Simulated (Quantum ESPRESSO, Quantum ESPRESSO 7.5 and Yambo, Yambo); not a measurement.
## A GW chain in Yambo: BeTe (F-43m)

How does a plane-wave GW calculation on BeTe (F-43m) run from the first input to the gap?

Calculated with Quantum ESPRESSO 7.5 and Yambo 5.3.0; PBE and many-body steps on it, plane waves.

The database entry behind the starting cell differs from later determinations by our own check (an axis about 1.5 % short against later determinations), so it need not match the best structure at ambient conditions.

## Step 1: Set-up

The structure is cubic, space group F-43m (No. 216). The conventional cell has a = 5.540 Å, b = 5.540 Å, c = 5.540 Å, α = 90.00°, β = 90.00°, γ = 90.00°. Nearest to Be lie 4 Te at 2.40 Å. Nearest to Te lie 4 Be at 2.40 Å. Farther neighbours and most contacts between anions are not listed.

As a file:

```cif
data_structure
_symmetry_space_group_name_H-M 'F-43m'
_symmetry_Int_Tables_number 216
_cell_length_a 5.5400
_cell_length_b 5.5400
_cell_length_c 5.5400
_cell_angle_alpha 90.000
_cell_angle_beta 90.000
_cell_angle_gamma 90.000
_cell_volume 170.03
loop_
_atom_site_label
_atom_site_type_symbol
_atom_site_symmetry_multiplicity
_atom_site_Wyckoff_symbol
_atom_site_fract_x
_atom_site_fract_y
_atom_site_fract_z
_atom_site_occupancy
Be1 Be 4 a 0.00000 0.00000 0.00000 1
Te1 Te 4 d 0.25000 0.25000 0.75000 1
```

The cell and positions come from the Crystallography Open Database and are kept as given unless a step says otherwise. Spin-orbit coupling is left out unless a step names it.

## Step 2: Ground state

This step: Quantum ESPRESSO 7.5; DFT, PBE, plane waves, norm-conserving pseudopotentials.

The ground-state density comes first.

Contents of pw.in:

```
&control
  calculation = 'scf'
  prefix = 'x'
  outdir = 'o'
  pseudo_dir = 'pseudo'
/
&system
  ibrav = 0
  nat = 2
  ntyp = 2
  ecutwfc = 76.0
  nbnd = 15
  force_symmorphic = .true.
/
&electrons
  conv_thr = 1e-10
  electron_maxstep = 80
  mixing_beta = 0.5
/
ATOMIC_SPECIES
  Be 9.012 Be.upf
  Te 127.6 Te.upf
CELL_PARAMETERS angstrom
  0.0000000000 2.7700000000 2.7700000000
  2.7700000000 0.0000000000 2.7700000000
  2.7700000000 2.7700000000 -0.0000000000
ATOMIC_POSITIONS crystal
  Be 0.0000000000 0.0000000000 0.0000000000
  Te 0.2500000000 0.2500000000 0.2500000000
K_POINTS automatic
  6 6 6 0 0 0
```

The run is started by

```bash
OMP_NUM_THREADS=1 mpirun -n 4 pw.x -nk 4 -in pw.in > pw.out
```

Log:

```text
Program PWSCF v.7.5 starts

     This program is part of the open-source Quantum ESPRESSO suite
     for quantum simulation of materials; please cite
         "P. Giannozzi et al., J. Phys.:Condens. Matter 21 395502 (2009);
         "P. Giannozzi et al., J. Phys.:Condens. Matter 29 465901 (2017);
         "P. Giannozzi et al., J. Chem. Phys. 152 154105 (2020);
     in publications or presentations arising from this work. More details at
     Message from routine setup:
     using ibrav=0 with symmetry is DISCOURAGED, use correct ibrav instead

     G-vector sticks info

     bravais-lattice index     =            0
     lattice parameter (alat)  =       7.4028  a.u.
     unit-cell volume          =     286.8573 (a.u.)^3
     number of atoms/cell      =            2
     number of atomic types    =            2
     number of electrons       =        20.00
     number of Kohn-Sham states=           15
     kinetic-energy cutoff     =      76.0000  Ry
     charge density cutoff     =     304.0000  Ry
     scf convergence threshold =      1.0E-10
     mixing beta               =       0.5000
     number of iterations used =            8  plain     mixing
     Exchange-correlation= PBE
                           (   1   4   3   4   0   0   0)

     celldm(1)=   7.402759  celldm(2)=   0.000000  celldm(3)=   0.000000
     celldm(4)=   0.000000  celldm(5)=   0.000000  celldm(6)=   0.000000

     crystal axes: (cart. coord. in units of alat)
               a(1) = (   0.000000   0.707107   0.707107 )
               a(2) = (   0.707107   0.000000   0.707107 )
               a(3) = (   0.707107   0.707107  -0.000000 )

     reciprocal axes: (cart. coord. in units 2 pi/alat)
               b(1) = ( -0.707107  0.707107  0.707107 )
               b(2) = (  0.707107 -0.707107  0.707107 )
               b(3) = (  0.707107  0.707107 -0.707107 )
     Pseudo is Norm-conserving, Zval =  4.0
     Generated using ONCVPSP code by D. R. Hamann
     Using radial grid of 1358 points,  4 beta functions with:
     Pseudo is Norm-conserving + core correction, Zval = 16.0
     Generated using ONCVPSP code by D. R. Hamann
     Using radial grid of 1294 points,  6 beta functions with:
     Be                4.00     9.01200     Be( 1.00)
     Te               16.00   127.60000     Te( 1.00)

     24 Sym. Ops. (no inversion) found

   Cartesian axes

     site n.     atom                  positions (alat units)
         1        Be     tau(   1) = (   0.0000000   0.0000000   0.0000000  )
         2        Te     tau(   2) = (   0.3535534   0.3535534   0.3535534  )

     number of k points=    16
                       cart. coord. in units 2pi/alat
        k(    1) = (   0.0000000   0.0000000   0.0000000), wk =   0.0092593
        k(    2) = (   0.1178511   0.1178511  -0.1178511), wk =   0.0740741
        k(    3) = (   0.2357023   0.2357023  -0.2357023), wk =   0.0740741
        k(    4) = (  -0.3535534  -0.3535534   0.3535534), wk =   0.0370370
        k(    5) = (   0.2357023   0.0000000  -0.0000000), wk =   0.0555556
        k(    6) = (   0.3535534   0.1178511  -0.1178511), wk =   0.2222222
        k(    7) = (  -0.2357023  -0.4714045   0.4714045), wk =   0.2222222
        k(    8) = (  -0.1178511  -0.3535534   0.3535534), wk =   0.2222222
        k(    9) = (   0.0000000  -0.2357023   0.2357023), wk =   0.1111111
        k(   10) = (   0.4714045   0.0000000  -0.0000000), wk =   0.0555556
     [... 4 further rows ...]
        k(   15) = (  -0.1178511  -0.3535534   0.5892557), wk =   0.2222222
        k(   16) = (  -0.7071068   0.2357023   0.0000000), wk =   0.1111111

     Dense  grid:    25749 G-vectors     FFT dimensions: (  45,  45,  45)

     Initial potential from superposition of free atoms

     starting charge      19.9996, renormalised to      20.0000
     Starting wfcs are   11 randomized atomic wfcs +    4 random wfcs

     per-process dynamical memory:    23.9 Mb

     Self-consistent Calculation

     iteration #  1     ecut=    76.00 Ry     beta= 0.50

     Threshold (ethr) on eigenvalues was too large:
     Diagonalizing with lowered threshold

     total energy              =    -237.67425218 Ry
     estimated scf accuracy    <       0.04024799 Ry

     iteration #  2     ecut=    76.00 Ry     beta= 0.50

     total energy              =    -237.67660981 Ry
     estimated scf accuracy    <       0.00447788 Ry

     iteration #  3     ecut=    76.00 Ry     beta= 0.50

     total energy              =    -237.67684614 Ry
     estimated scf accuracy    <       0.00033295 Ry

     iteration #  4     ecut=    76.00 Ry     beta= 0.50

     total energy              =    -237.67687294 Ry
     estimated scf accuracy    <       0.00001246 Ry

     iteration #  5     ecut=    76.00 Ry     beta= 0.50

     total energy              =    -237.67687427 Ry
     estimated scf accuracy    <       0.00000039 Ry

     iteration #  6     ecut=    76.00 Ry     beta= 0.50

     total energy              =    -237.67687433 Ry
     estimated scf accuracy    <       0.00000002 Ry

     iteration #  7     ecut=    76.00 Ry     beta= 0.50

     total energy              =    -237.67687433 Ry
     estimated scf accuracy    <          9.7E-10 Ry

     iteration #  8     ecut=    76.00 Ry     beta= 0.50

     total energy              =    -237.67687433 Ry
     estimated scf accuracy    <          3.1E-10 Ry

     iteration #  9     ecut=    76.00 Ry     beta= 0.50

     End of self-consistent calculation

          k = 0.0000 0.0000 0.0000 (  3143 PWs)   bands (ev):

   -91.8186 -27.9676 -27.9676 -27.9676 -27.9532 -27.9532  -4.1965   8.4374
     8.4374   8.4374  12.0433  12.0433  12.0433  12.6444  17.0120

          k = 0.1179 0.1179-0.1179 (  3224 PWs)   bands (ev):

   -91.8193 -27.9670 -27.9667 -27.9667 -27.9530 -27.9530  -3.9193   6.3498
     8.0267   8.0267  12.0304  12.6267  12.6267  14.5635  17.6041

          k = 0.2357 0.2357-0.2357 (  3203 PWs)   bands (ev):

   -91.8191 -27.9658 -27.9650 -27.9650 -27.9524 -27.9524  -3.2174   3.7506
     7.4512   7.4512  11.7793  13.0874  13.0874  16.3978  18.1405

          k =-0.3536-0.3536 0.3536 (  3214 PWs)   bands (ev):

     [... further k-points ...]

     highest occupied, lowest unoccupied level (ev):     8.4374   10.3016

!    total energy              =    -237.67687434 Ry
     estimated scf accuracy    <          2.4E-12 Ry

     The total energy is the sum of the following terms:
     one-electron contribution =    -113.53879803 Ry
     hartree contribution      =      58.96166217 Ry
     xc contribution           =     -54.17437576 Ry
     ewald contribution        =    -128.92536272 Ry

     convergence has been achieved in   9 iterations

     XML data file, charge density, pseudopotentials, collected wavefunctions

=------------------------------------------------------------------------------=
   JOB DONE.
=------------------------------------------------------------------------------=
```

It took 5.2 s on 4 MPI ranks of Arm Neoverse V1, shared host; peak memory 0.24 GiB; 20 s of CPU time.

This step gave:

* total energy: -3233.7586 eV
* gap: 1.864 eV
* k of the valence top: 0, 0, 0
* k of the conduction bottom: 0, -0.5, -0.5
* least direct gap: 3.606 eV

The gap is indirect, with the least direct gap 1.74 eV higher.

## Step 3: Bands along the symmetry lines

The cheap functional maps the bands first; the places of the edges decide which points the dearer methods must see.

Contents of pw.in:

```
&control
  calculation = 'bands'
  prefix = 'x'
  outdir = 'o'
  pseudo_dir = 'pseudo'
/
&system
  ibrav = 0
  nat = 2
  ntyp = 2
  ecutwfc = 76.0
  nbnd = 16
  force_symmorphic = .true.
/
&electrons
  conv_thr = 1e-9
  electron_maxstep = 80
  diago_full_acc = .true.
  diago_thr_init = 5e-6
/
ATOMIC_SPECIES
  Be 9.012 Be.upf
  Te 127.6 Te.upf
CELL_PARAMETERS angstrom
  0.0000000000 2.7700000000 2.7700000000
  2.7700000000 0.0000000000 2.7700000000
  2.7700000000 2.7700000000 -0.0000000000
ATOMIC_POSITIONS crystal
  Be 0.0000000000 0.0000000000 0.0000000000
  Te 0.2500000000 0.2500000000 0.2500000000
K_POINTS crystal
  50
  0.00000000 0.00000000 0.00000000 1
  -0.06250000 -0.06250000 0.00000000 1
  -0.12500000 -0.12500000 0.00000000 1
  -0.18750000 -0.18750000 0.00000000 1
  -0.25000000 -0.25000000 0.00000000 1
  -0.31250000 -0.31250000 0.00000000 1
  -0.37500000 -0.37500000 0.00000000 1
  -0.43750000 -0.43750000 0.00000000 1
  -0.50000000 -0.50000000 0.00000000 1
  -0.48437500 -0.48437500 0.03125000 1
  -0.46875000 -0.46875000 0.06250000 1
  -0.45312500 -0.45312500 0.09375000 1
  -0.43750000 -0.43750000 0.12500000 1
  -0.42187500 -0.42187500 0.15625000 1
  -0.40625000 -0.40625000 0.18750000 1
  -0.39062500 -0.39062500 0.21875000 1
  -0.37500000 -0.37500000 0.25000000 1
  -0.37500000 0.00000000 0.37500000 1
  -0.32812500 0.00000000 0.32812500 1
  -0.28125000 0.00000000 0.28125000 1
  -0.23437500 0.00000000 0.23437500 1
  -0.18750000 0.00000000 0.18750000 1
  -0.14062500 0.00000000 0.14062500 1
  -0.09375000 0.00000000 0.09375000 1
  -0.04687500 0.00000000 0.04687500 1
  0.00000000 0.00000000 0.00000000 1
  0.00000000 0.00000000 0.06250000 1
  0.00000000 0.00000000 0.12500000 1
  0.00000000 0.00000000 0.18750000 1
  0.00000000 0.00000000 0.25000000 1
  0.00000000 0.00000000 0.31250000 1
  0.00000000 0.00000000 0.37500000 1
  0.00000000 0.00000000 0.43750000 1
  -0.00000000 -0.00000000 0.50000000 1
  -0.06250000 -0.03125000 0.46875000 1
  -0.12500000 -0.06250000 0.43750000 1
  -0.18750000 -0.09375000 0.40625000 1
  -0.25000000 -0.12500000 0.37500000 1
  -0.31250000 -0.15625000 0.34375000 1
  -0.37500000 -0.18750000 0.31250000 1
  -0.43750000 -0.21875000 0.28125000 1
  -0.50000000 -0.25000000 0.25000000 1
  -0.50000000 -0.28125000 0.21875000 1
  -0.50000000 -0.31250000 0.18750000 1
  -0.50000000 -0.34375000 0.15625000 1
  -0.50000000 -0.37500000 0.12500000 1
  -0.50000000 -0.40625000 0.09375000 1
  -0.50000000 -0.43750000 0.06250000 1
  -0.50000000 -0.46875000 0.03125000 1
  -0.50000000 -0.50000000 0.00000000 1
```

Log:

```text
[banner, memory and clock lines left out]
Program PWSCF v.7.5 starts

     Atomic positions and unit cell read from directory:
     o/x.save/

     Message from routine setup:
     using ibrav=0 with symmetry is DISCOURAGED, use correct ibrav instead

     G-vector sticks info

     bravais-lattice index     =            0
     lattice parameter (alat)  =       7.4028  a.u.
     unit-cell volume          =     286.8573 (a.u.)^3
     number of atoms/cell      =            2
     number of atomic types    =            2
     number of electrons       =        20.00
     number of Kohn-Sham states=           16
     kinetic-energy cutoff     =      76.0000  Ry
     charge density cutoff     =     304.0000  Ry
     Exchange-correlation= PBE
                           (   1   4   3   4   0   0   0)

     celldm(1)=   7.402759  celldm(2)=   0.000000  celldm(3)=   0.000000
     celldm(4)=   0.000000  celldm(5)=   0.000000  celldm(6)=   0.000000

     crystal axes: (cart. coord. in units of alat)
               a(1) = (   0.000000   0.707107   0.707107 )
               a(2) = (   0.707107   0.000000   0.707107 )
               a(3) = (   0.707107   0.707107  -0.000000 )

     reciprocal axes: (cart. coord. in units 2 pi/alat)
               b(1) = ( -0.707107  0.707107  0.707107 )
               b(2) = (  0.707107 -0.707107  0.707107 )
               b(3) = (  0.707107  0.707107 -0.707107 )
     Pseudo is Norm-conserving, Zval =  4.0
     Generated using ONCVPSP code by D. R. Hamann
     Using radial grid of 1358 points,  4 beta functions with:
     Pseudo is Norm-conserving + core correction, Zval = 16.0
     Generated using ONCVPSP code by D. R. Hamann
     Using radial grid of 1294 points,  6 beta functions with:
     Be                4.00     9.01200     Be( 1.00)
     Te               16.00   127.60000     Te( 1.00)

     24 Sym. Ops. (no inversion) found

   Cartesian axes

     site n.     atom                  positions (alat units)
         1        Be     tau(   1) = (   0.0000000   0.0000000   0.0000000  )
         2        Te     tau(   2) = (   0.3535534   0.3535534   0.3535534  )

     number of k points=    50
                       cart. coord. in units 2pi/alat
        k(    1) = (   0.0000000   0.0000000   0.0000000), wk =   0.0400000
        k(    2) = (   0.0000000   0.0000000  -0.0883883), wk =   0.0400000
        k(    3) = (   0.0000000   0.0000000  -0.1767767), wk =   0.0400000
[...]
[... 38 further rows ...]
        k(   49) = (   0.0441942  -0.0000000  -0.7071068), wk =   0.0400000
        k(   50) = (   0.0000000   0.0000000  -0.7071068), wk =   0.0400000

     Dense  grid:    25749 G-vectors     FFT dimensions: (  45,  45,  45)

     The potential is recalculated from file :
     o/x.save/charge-density

     Starting wfcs are   11 randomized atomic wfcs +    5 random wfcs

     Band Structure Calculation

     End of band structure calculation

          k = 0.0000 0.0000 0.0000 (  3143 PWs)   bands (ev):

   -91.8186 -27.9676 -27.9676 -27.9676 -27.9532 -27.9532  -4.1965   8.4374
     8.4374   8.4374  12.0433  12.0433  12.0433  12.6444  17.0120  19.0089

          k = 0.0000 0.0000-0.0884 (  3195 PWs)   bands (ev):

   -91.8190 -27.9677 -27.9673 -27.9673 -27.9533 -27.9530  -4.1432   8.1004
[...]
k = 0.0000 0.0000-0.1768 (  3203 PWs)   bands (ev):

[...]
k =-0.0000 0.0000-0.2652 (  3211 PWs)   bands (ev):

[...]
k = 0.0000 0.0000-0.3536 (  3207 PWs)   bands (ev):

[...]
k = 0.0000-0.0000-0.4419 (  3210 PWs)   bands (ev):

[...]
k =-0.0000 0.0000-0.5303 (  3206 PWs)   bands (ev):

[...]
k = 0.0000-0.0000-0.6187 (  3226 PWs)   bands (ev):

[...]
k = 0.5303-0.0000-0.5303 (  3200 PWs)   bands (ev):

[...]
k = 0.0000 0.0000 0.0000 (  3143 PWs)   bands (ev):

[...]
k = 0.1326 0.0000-0.7071 (  3222 PWs)   bands (ev):

[...]
k = 0.0884-0.0000-0.7071 (  3222 PWs)   bands (ev):

[...]
k = 0.0442-0.0000-0.7071 (  3242 PWs)   bands (ev):

[...]
k = 0.0000 0.0000-0.7071 (  3250 PWs)   bands (ev):

   -91.8196 -27.9694 -27.9596 -27.9596 -27.9556 -27.9499  -2.1909   3.0670
     5.6143   5.6143  10.3016  11.0598  18.5571  18.5572  20.4317  22.0566

     XML data file, pseudopotentials, collected wavefunctions
```

Wall time 4.9 s (4 MPI ranks); peak memory 0.21 GiB.

This step gave:

- gap: 1.864 eV
- k of the valence top: 0, 0, 0
- k of the conduction bottom: -0.5, -0.5, 0
- least direct gap: 3.606 eV

The gap is 1.864 eV, as in the run before at this level.

Electronic bands along the path, in eV, zero at the top of the highest filled band:

| point | band 7 | band 8 | band 9 | band 10 | band 11 | band 12 | band 13 | band 14 |
| --- | --- | --- | --- | --- | --- | --- | --- | --- |
| Γ | -12.63 | 0.00 | 0.00 | 0.00 | 3.61 | 3.61 | 3.61 | 4.21 |
| halfway | -11.83 | -2.99 | -1.81 | -1.81 | 2.55 | 4.46 | 6.64 | 6.64 |
| X | -10.63 | -5.37 | -2.82 | -2.82 | 1.86 | 2.62 | 10.12 | 10.12 |
| halfway | -10.62 | -5.26 | -3.36 | -2.71 | 2.22 | 3.33 | 9.46 | 9.57 |
| U | -10.65 | -4.99 | -4.15 | -2.39 | 2.65 | 5.35 | 8.15 | 8.54 |
| jump to K | -10.65 | -4.99 | -4.15 | -2.39 | 2.65 | 5.35 | 8.15 | 8.54 |
| halfway | -11.77 | -3.69 | -2.42 | -0.72 | 4.17 | 4.73 | 5.35 | 6.49 |
| Γ | -12.63 | 0.00 | 0.00 | 0.00 | 3.61 | 3.61 | 3.61 | 4.21 |
| halfway | -12.04 | -3.48 | -0.73 | -0.73 | 3.46 | 4.53 | 4.53 | 7.35 |
| L | -11.17 | -5.85 | -1.21 | -1.21 | 3.24 | 4.60 | 4.60 | 7.93 |
| halfway | -10.90 | -5.40 | -3.07 | -2.04 | 4.22 | 4.49 | 6.90 | 8.01 |
| W | -10.59 | -4.79 | -3.95 | -3.44 | 5.33 | 5.57 | 5.73 | 6.44 |
| halfway | -10.61 | -5.16 | -3.34 | -3.16 | 2.98 | 3.64 | 8.57 | 8.75 |
| X | -10.63 | -5.37 | -2.82 | -2.82 | 1.86 | 2.62 | 10.12 | 10.12 |

The electronic bands as a text plot (rows in eV, shown from -8.0 to 7.9 only):

```
    7.5 |       ++         +++              +          +    +
    6.9 |     ++           +++++                      + ++ ++
    6.2 |                   +++++++        +         +   +++
    5.6 |    +            +   +++  ++    ++              +++
    4.9 | ++++           +      +++  +       ++++++++  +++ ++
    4.2 |++   ++              +++++++ +++++++     ++++++    +
    3.6 |++     ++     ++   ++     ++++++++++++++++++        +
    2.9 |  +++    +++++   ++                                 ++++
    2.2 |     +++++   ++++                                    +++
    1.6 |          +++
    0.9 |
    0.3 |*                           ***
   -0.4 | ***                   ******  *****
   -1.1 |  ***                **   **    **  *******
   -1.7 |    ***           ***   ****             *****
   -2.4 |       ***    ****     *          *         * *
   -3.0 |     **   *****      ** **                   * **  *****
   -3.7 |       **      **  **  *           *          ******
   -4.4 |         *       **  **             **
   -5.0 |          ** ********                 *       *********
   -5.7 |            *                          *******         *
   -6.3 |
   -7.0 |
   -7.7 |
         Γ           X  U|K            Γ         L        W     X
```

[end of part 1 of 3]

[Paths, hosts, dates, memory and timing lines, banners, echoed tables and standing remarks are left out of the program output.]

[Logs are printed without paths, hosts, clocks, repeated set-up lines and the standing remarks that a program may print on its own settings, such as how far it seeks lower states.]

[Runs of the session that timed out or met a known fault of the program may be left out.]

[Hosts, paths, dates, database ids (printed as entryN), source tags and the programs' standing remarks are cut or masked in the printed files.]
